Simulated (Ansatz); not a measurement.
# Thickness series of a ZrC/ZnO/Hf junction, part 3 of 5

Aim: the conductance of ZrC/ZnO/Hf junctions as the barrier thickens. The lower electrode is ZrC rock salt(111), the upper one Hf hcp(0001); the barrier is ZnO wurtzite(0001) (whole bilayers). In the first transport cell, after relaxation, the nearest pair of electrode and barrier is C–O at 1.41 Å, along the normal, at the lower face and Hf–Zn at 2.97 Å, at a slant, at the upper one. All share a net of side 3.31 Å, which strains the lower electrode by -0.6 %, the upper one by +3.4 % and the barrier by +0.6 %, against typed lattice constants near PBE's. The first steps treat the bulk electrodes alone.

Ansatz 0.2.0; PBE DFT, plane waves, PAW files (the session's first sound run).

So far. Step 4 (Relaxation): The largest force component on a free atom ends at 0.038 eV/Å. At one or more of this run's solves the program warned of density in the dipole ramp over its bound, where dipole, forces and levels can be off.

## (5) Transmission over a wide range of energy

This step: PBE DFT, plane waves, PAW files; ballistic transmission by layer matching between semi-infinite leads (Ansatz 0.2.0).

System of this step: ZrC/ZnO/Hf. The cell holds 34 atoms: 8 C, 7 Zr, 4 O, 4 Zn and 11 Hf. Cell: a = 3.310 Å, b = 3.310 Å, c = 70.466 Å, α = 90.0°, β = 90.0°, γ = 120.0°. Regions: left electrode, 15 atoms (8 C and 7 Zr); barrier, 8 atoms (4 O and 4 Zn); right electrode, 11 atoms (11 Hf). Vacuum lies along c.

The relaxed core is set between ideal electrode layers (this cell holds 8 atomic planes between the electrodes; where that differs from the relaxed slab, whole periods were copied in or cut out without a new relaxation), which the solver continues as semi-infinite leads. A wide energy window on a coarse mesh (12×12) shows where the Fermi level lies against the barrier's bands; the projected density of states shows how far the metals' states reach in.

File input.yaml:

```yaml
crystal:
  lattice:
    - [3.31, 0.0, 0.0]
    - [-1.655, 2.8665440865, 0.0]
    - [0.0, 0.0, 70.4659716957]
  atoms:
    - { symbol: C, position: [0.66666667, 0.33333333, 0.0993387281] }
    - { symbol: Zr, position: [0.0, 0.0, 0.1186948191] }
    - { symbol: C, position: [0.33333333, 0.66666667, 0.1380509101] }
    - { symbol: Zr, position: [0.66666667, 0.33333333, 0.1574070011] }
    - { symbol: C, position: [0.0, 0.0, 0.1767630921] }
    - { symbol: Zr, position: [0.33333333, 0.66666667, 0.1961191831] }
    - { symbol: C, position: [0.66666667, 0.33333333, 0.2154752741] }
    - { symbol: Zr, position: [0.0, 0.0, 0.234831365] }
    - { symbol: C, position: [0.33333333, 0.66666667, 0.254187456] }
    - { symbol: Zr, position: [0.66666667, 0.33333333, 0.273543547] }
    - { symbol: C, position: [0.0, 0.0, 0.292899638] }
    - { symbol: Zr, position: [0.33333333, 0.66666667, 0.312255729] }
    - { symbol: C, position: [0.66666667, 0.33333333, 0.33161182] }
    - { symbol: Zr, position: [0.0, 0.0, 0.350967911] }
    - { symbol: C, position: [0.33333333, 0.66666667, 0.3717376584] }
    - { symbol: O, position: [0.33333333, 0.66666667, 0.3917737441] }
    - { symbol: Zn, position: [0.66666667, 0.33333333, 0.4032155238] }
    - { symbol: O, position: [0.66666667, 0.33333333, 0.4306893555] }
    - { symbol: Zn, position: [0.33333333, 0.66666667, 0.4409944009] }
    - { symbol: O, position: [0.33333333, 0.66666667, 0.4687445584] }
    - { symbol: Zn, position: [0.66666667, 0.33333333, 0.4785752072] }
    - { symbol: O, position: [0.66666667, 0.33333333, 0.5064299426] }
    - { symbol: Zn, position: [0.33333333, 0.66666667, 0.5173724232] }
    - { symbol: Hf, position: [0.66666667, 0.33333333, 0.5496347121] }
    - { symbol: Hf, position: [0.33333333, 0.66666667, 0.5838467564] }
    - { symbol: Hf, position: [0.66666667, 0.33333333, 0.6190483692] }
    - { symbol: Hf, position: [0.33333333, 0.66666667, 0.6542499821] }
    - { symbol: Hf, position: [0.66666667, 0.33333333, 0.6894515949] }
    - { symbol: Hf, position: [0.33333333, 0.66666667, 0.7246532077] }
    - { symbol: Hf, position: [0.66666667, 0.33333333, 0.7598548206] }
    - { symbol: Hf, position: [0.33333333, 0.66666667, 0.7950564334] }
    - { symbol: Hf, position: [0.66666667, 0.33333333, 0.8302580463] }
    - { symbol: Hf, position: [0.33333333, 0.66666667, 0.8654596591] }
    - { symbol: Hf, position: [0.66666667, 0.33333333, 0.9006612719] }
kpoints:
  mp_grid: { grid: [12, 12, 1] }
scf:
  occupations: { method: fermi_dirac, width: 0.1 }
  max_iter: 150
hamiltonian:
  xc: pbe
output:
  transmission:
    kmesh: [12, 12]
    e_range: [-4, 2]
    de: 0.1
    leads: [[6, 8], [28, 30]]
  dos: { projected: true, e_range: [-6, 5], de: 0.05 }
  write_potential: true
  write_density: true
  volumetric_format: npy
  elf: true
```

Run with:

```sh
ansatz run input.yaml --threads 4 --pin off --max-ram 10240MiB --backend cpu --events-out ev --progress --plain --runs-dir out
```

Numbers of over 12 decimals in the logs are rounded to 6 here.

The program printed:

```text
[...]
Crystal: 34 atoms, lattice volume = 668.600 Å³
Basis set: ecut = 420 eV, 13279 PW (Γ)
Bands: 285, of which v1, the nominal top of the filled ones, is band 237 counted from 1 (236 counted from 0)
Symmetry: 6 space group operations
[...]
k-points: 19 of 144 (time reversal used)
[...]
SCF iter   1: F=—  HF=-219783.164093 eV  |F-HF|=—  |Δ(HF+E_count)|=         —  Δρ=2.80e-2  dr2=1.10e3  ethr=1.77e-3  ⟨swp⟩=6.9  Hψ=20690  notcnv=0  defer=103
[...]
SCF iter  15: F=-219779.696154 eV  HF=-219779.696154 eV  |F-HF|=2.39e-8  |Δ(HF+E_count)|=   1.26e-8  Δρ=7.93e-7  dr2=2.92e-8  ethr=2.11e-11  ⟨swp⟩=16.7  Hψ=18972  notcnv=0
SCF 1 converged in 15 iterations: F = -219779.696154 eV  dr2 = 2.92e-8
[...]
transmission: 124 of 1216 steps passed
transmission: 244 of 1216 steps passed
[...]
transmission: 1216 of 1216 steps passed
WARN: The output density's exchange-correlation potential varies sharply where the density is thin. Do not read a vacuum level from v_tot or v_xc, or from such a field of the output density. On a cell that repeats whose density bears no net charge and no dipole along the vacuum's axis use v_es (v_loc + v_h of the components); under efield.dipole_correction with no amplitude use v_es + v_field, which holds any externa [...]
SCF converged after 15 iterations
Free energy (F): -219779.696154 eV
[...]
Internal energy: -219779.133632 eV  (E = F + TS)
E sigma→0 (E₀):  -219779.414893 eV
Entropy (-TS):   -0.562523 eV (-16.545 meV/atom)
Fermi energy:    11.758735 eV
[...]
--- Band table (eV; the first three rows and the last of 19) ---
  k-point 0: bands = [... 233 lower, 12.4909, 12.4940, 12.4940, 12.5809, 12.6045, 12.6070, 12.6070, 12.6145, ... 44 higher]
  k-point 1: bands = [... 233 lower, 12.2916, 12.3101, 12.3476, 12.3622, 12.3699, 12.4450, 12.4478, 12.6135, ... 44 higher]
  k-point 2: bands = [... 233 lower, 11.7644, 11.7773, 11.9237, 11.9849, 12.0341, 12.0417, 12.0921, 12.3057, ... 44 higher]
  k-point 18: bands = [... 233 lower, 10.7576, 11.0445, 11.2234, 11.3539, 11.4916, 11.5433, 11.5751, 11.6512, ... 44 higher]
--- Transmission ---
  basis      : 85 plane waves across, 64 finite elements along
  points     : 19, standing for a mesh of 12 x 12
  energies   : 61 from -4.000000 to 2.000000 eV about the Fermi level, 0.100000 eV apart; the leads are filled to 0.000000 eV, and channels, transmission and decay are at 0.000000 eV
  crystal 0  : C1Zr1, at the sites [6, 8], period 2.7279 Å, over 19.10 Å; its Hamiltonian steps by up to 43.0 meV: too much for a lead, lay more layers or, if its atoms are ordered, name the step of that order
    offset         : up to 0.0000 Å between an atom of the period and one for which it stands
    channels       : 2.500000e-1 a spin
    conductance    : none, the energies end too early or step too widely for 300 K: set another output.transmission.e_range or a lower de, or, where they end at an eighth of basis.ecutwfc, a higher one
    slowest decay  : 0.0473 /Å at (0.1667, 0.0000)
  crystal 1  : Hf2, at the sites [28, 30], period 4.9610 Å, over 24.81 Å; its Hamiltonian steps by up to 13.5 meV
[...]
channels       : 7.777778e-1 a spin
[...]
slowest decay  : 0.1191 /Å at (0.2500, 0.1667)
  junction   : crystal 0 to crystal 1, 16.70 to 48.04 Å
    transmission   : 1.620434e-3 a spin
[...]
```

It took 7.4 min on 4 threads of Arm Neoverse V1, shared host; peak memory 6.2 GiB.

This step gave:

```
free energy                                         : -219779.6962 eV
Fermi energy                                        : 11.76 eV
level to which the leads are filled                 : 0 eV from the Fermi level
transmission at the Fermi level (a spin, zone mean) : 0.001620
channels of the lower lead                          : 0.25
channels of the upper lead                          : 0.7778
potential step in the lower lead                    : 43 meV
potential step in the upper lead                    : 13.5 meV
```

One spin. The transmission, zone mean by energy, zero at the Fermi level:

| energy (eV) | transmission, zone mean |
| --- | --- |
| -4.00 | 0.0630 |
| -3.70 | 0.157 |
| -3.40 | 0.0465 |
| -3.30 | 0.0898 |
| -3.10 | 0.0740 |
| -2.90 | 0.0748 |
| -2.60 | 0.00712 |
| -2.30 | 0.00107 |
| -2.00 | 2.6e-4 |
| -1.70 | 1.7e-4 |
| -1.40 | 0.00120 |
| -1.10 | 4.5e-4 |
| -0.90 | 5.4e-4 |
| -0.60 | 5.2e-5 |
| -0.30 | 0.00980 |
| 0.00 | 0.00162 |
| 0.30 | 3.6e-4 |
| 0.60 | 0.00412 |
| 0.90 | 0.0145 |
| 1.10 | 0.0498 |
| 1.20 | 0.0777 |
| 1.40 | 0.0635 |
| 1.70 | 0.0242 |
| 2.00 | 0.00382 |

One spin. Table of open channels, zone mean by energy, zero at the Fermi level:

| energy (eV) | lower lead | upper lead |
| --- | --- | --- |
| -4.00 | 0.944 | 0.590 |
| -3.70 | 0.986 | 0.632 |
| -3.40 | 1.07 | 0.833 |
| -3.10 | 0.903 | 0.812 |
| -2.90 | 0.917 | 0.854 |
| -2.60 | 1.46 | 0.771 |
| -2.30 | 2.17 | 0.625 |
| -2.00 | 1.94 | 0.347 |
| -1.70 | 1.58 | 0.618 |
| -1.40 | 1.42 | 1.09 |
| -1.10 | 1.08 | 1.31 |
| -0.90 | 0.833 | 1.58 |
| -0.60 | 0.667 | 1 |
| -0.30 | 0.417 | 0.5 |
| 0.00 | 0.25 | 0.778 |
| 0.30 | 0.458 | 0.833 |
| 0.60 | 0.542 | 1.58 |
| 0.90 | 0.785 | 1.44 |
| 1.10 | 0.944 | 1.06 |
| 1.40 | 0.958 | 1.35 |
| 1.70 | 1.21 | 1.06 |
| 2.00 | 1.29 | 1.10 |

Transmission over k1 and k2. At 0.0000 eV from the Fermi level.

Values in units of 1e-2, 12 rows by 12 columns:
```
0.0 0.0 0.0 0.0 0.0 0.0 0.0 0.0 0.0 0.0 0.0 0.0
0.0 0.0 0.0 0.0 0.0 0.0 0.0 0.0 0.0 0.0 0.0 0.0
0.0 0.0 0.0 0.0 0.0 0.0 0.0 0.0 0.0 0.0 0.0 0.0
0.0 0.0 0.0 0.0 0.0 0.0 0.0 0.0 0.0 0.0 0.0 0.0
0.0 0.0 0.0 0.0 0.0 3.9 3.9 0.0 0.0 0.0 0.0 0.0
0.0 0.0 0.0 0.0 0.0 3.9 0.0 3.9 0.0 0.0 0.0 0.0
0.0 0.0 0.0 0.0 0.0 0.0 3.9 3.9 0.0 0.0 0.0 0.0
0.0 0.0 0.0 0.0 0.0 0.0 0.0 0.0 0.0 0.0 0.0 0.0
0.0 0.0 0.0 0.0 0.0 0.0 0.0 0.0 0.0 0.0 0.0 0.0
0.0 0.0 0.0 0.0 0.0 0.0 0.0 0.0 0.0 0.0 0.0 0.0
0.0 0.0 0.0 0.0 0.0 0.0 0.0 0.0 0.0 0.0 0.0 0.0
0.0 0.0 0.0 0.0 0.0 0.0 0.0 0.0 0.0 0.0 0.0 0.0
```
Columns: k1 (b1) from -0.5 to 0.417; rows upwards: k2 (b2) from -0.5 to 0.417.

Open channels of the lower lead over k1 and k2. At 0.0000 eV from the Fermi level.

Values, 12 rows by 12 columns:
```
0.00 1.00 0.00 0.00 0.00 0.00 1.00 0.00 0.00 0.00 0.00 0.00
0.00 0.00 1.00 0.00 0.00 0.00 1.00 0.00 0.00 0.00 0.00 0.00
0.00 0.00 0.00 1.00 0.00 0.00 1.00 0.00 0.00 0.00 0.00 0.00
0.00 0.00 0.00 0.00 0.00 0.00 0.00 0.00 0.00 0.00 0.00 0.00
0.00 0.00 0.00 0.00 0.00 2.00 2.00 0.00 0.00 0.00 0.00 0.00
1.00 1.00 1.00 1.00 0.00 2.00 3.00 2.00 0.00 1.00 1.00 1.00
0.00 0.00 0.00 0.00 0.00 0.00 2.00 2.00 0.00 0.00 0.00 0.00
0.00 0.00 0.00 0.00 0.00 0.00 0.00 0.00 0.00 0.00 0.00 0.00
0.00 0.00 0.00 0.00 0.00 0.00 1.00 0.00 0.00 1.00 0.00 0.00
0.00 0.00 0.00 0.00 0.00 0.00 1.00 0.00 0.00 0.00 1.00 0.00
0.00 0.00 0.00 0.00 0.00 0.00 1.00 0.00 0.00 0.00 0.00 1.00
1.00 0.00 0.00 0.00 0.00 0.00 1.00 0.00 0.00 0.00 0.00 0.00
```
Columns: k1 (b1) from -0.5 to 0.417; rows upwards: k2 (b2) from -0.5 to 0.417.

Open channels of the upper lead over k1 and k2. At 0.0000 eV from the Fermi level.

Ten even steps from '0' (0.00) to '9' (2.00):
```
000000009999
900000009999
900000000999
900099900099
000099990000
000099099000
000009999000
999000999000
999900000000
999990000000
099990000000
009990009990
```
Columns: k1 (b1) from -0.5 to 0.417; rows upwards: k2 (b2) from -0.5 to 0.417.

Projected DOS an atom over height of the atomic layer and energy from the Fermi level. Layers: C Zr C Zr C Zr C Zr C Zr C Zr C Zr C O Zn O Zn O Zn O Zn Hf Hf Hf Hf Hf Hf Hf Hf Hf Hf Hf; projections on atoms miss part of the total, and the computed bands can run out at the top of the range; a column is the mean of 3 neighbouring layers, the last of those left over.

Ten even steps from '_' (0.00 states/eV) to '@' (2.53 states/eV), each cell a mean:
```
..::..::..______----::::
..::..::..______::::::::
..::..::..____..::::::::
..::..::..____..::::::++
..::..::..____..::::::==
..........____..::::--++
__........____..======--
__..__..______::****##**
______....____::****++##
==______::____..======##
::______::____::::::::##
::__..__..____::++++++++
::........____..========
--::::::::____..------::
++**##**--__..----------
::----==--__----::::::::
..........::--::::::::..
..::::::..::::::........
__......__::..........__
__________::::::________
__________--::..________
________..--@@@@________
```
Columns: height of the atomic layer (Å) from 8.36 to 63.5 (not evenly spaced); rows upwards: energy from the Fermi level (eV) from -6 to 5.

Electrostatic potential energy in the ca plane at fractional y = 0.333, with atoms of C and Zr and Zn and O and Hf within 0.2 Å of it. With pseudopotentials it is smooth inside the atoms' cores, unlike the true potential.

Ten even steps from '0' (-49 eV) to '9' (18 eV), each cell a mean:
```
99999999999999999988888889988645789988888888
99999999999999999852489999986200378999987436
99999999999999999720179999985000168999985004
99999999999999999830279999985100278999986115
99999999999999999976788889987422588998888668
99999999999999999999888888998777889988788888
99999999999999999999987778899888998887678998
99999999999999999999887678889999998887678898
99999999999999999999987778898888899887778998
```
Columns run along c (16.0 Å, from fractional 0.00 to 0.23 of the cell; values clipped at the 3rd and 97th percentile), rows up along a (3.3 Å). Atoms in or near the plane, at fractional coordinates: C at (0.10, 0.67), Zr at (0.16, 0.67), C at (0.22, 0.67).

ELF in the ca plane at fractional y = 0.333, with atoms of C and Zr and Zn and O and Hf within 0.2 Å of it. It is the smooth field of the valence electrons, not physical close to the nuclei.

Values, 5 rows by 16 columns, each cell a mean:
```
0.29 0.22 0.38 0.72 0.42 0.19 0.25 0.09 0.11 0.29 0.71 0.27 0.09 0.12 0.14 0.66
0.32 0.21 0.64 0.40 0.67 0.21 0.09 0.10 0.01 0.36 0.63 0.45 0.09 0.06 0.11 0.65
0.28 0.21 0.40 0.72 0.44 0.19 0.25 0.10 0.10 0.30 0.71 0.28 0.10 0.12 0.14 0.66
0.57 0.31 0.22 0.33 0.22 0.29 0.54 0.31 0.21 0.09 0.18 0.14 0.26 0.35 0.09 0.16
0.58 0.31 0.21 0.31 0.23 0.30 0.55 0.31 0.21 0.09 0.16 0.14 0.26 0.36 0.08 0.14
```
Columns run along c (16.0 Å, from fractional 0.28 to 0.51 of the cell), rows up along a (3.3 Å). Atoms in or near the plane, at fractional coordinates: C at (0.33, 0.67), Zn at (0.40, 0.67), O at (0.43, 0.67), Zn at (0.48, 0.67), O at (0.51, 0.67).

Valence density in the ca plane at fractional y = 0.333, with atoms of C and Zr and Zn and O and Hf within 0.2 Å of it. It is the smooth field of the valence electrons, not physical close to the nuclei.

Ten steps, logarithmic in the rise over the least value, from '0' (0 e/Å³) to '9' (30 e/Å³), each cell a mean:
```
11100011222111000000011211012210000012210112
31000012333210000000015652235531000136641245
31000012343210000000027983256641000148962356
31000012333210000000026873246531000147852256
21000011232210000000013431123321000023421134
11111111111111111100011110001110000011100011
11111221100112111110111000000011000111000000
11112221000122211110111000000011000111000000
11111111111111111100011000000110000111000000
```
Columns run along c (16.0 Å, from fractional 0.28 to 0.51 of the cell), rows up along a (3.3 Å). Atoms in or near the plane, at fractional coordinates: C at (0.33, 0.67), Zn at (0.40, 0.67), O at (0.43, 0.67), Zn at (0.48, 0.67), O at (0.51, 0.67).

At the Fermi level the transmission is 0.0016, as a zone mean for one spin on this coarse mesh. At the Fermi level the layers of this cell's barrier hold from 0.014 to 0.22 states an eV and atom. In the worse lead the potential repeats within 43 meV, which the program flags as too much for a lead, so G carries that doubt.

(Part 3 of 5 ends here.)

[Logs are printed without paths, hosts, clocks, repeated set-up lines and the standing remarks that a program may print on its own settings, such as how far it seeks lower states.]

[Hosts, paths, dates, database ids (printed as entryN), source tags and the programs' standing remarks are cut or masked in the printed files.]
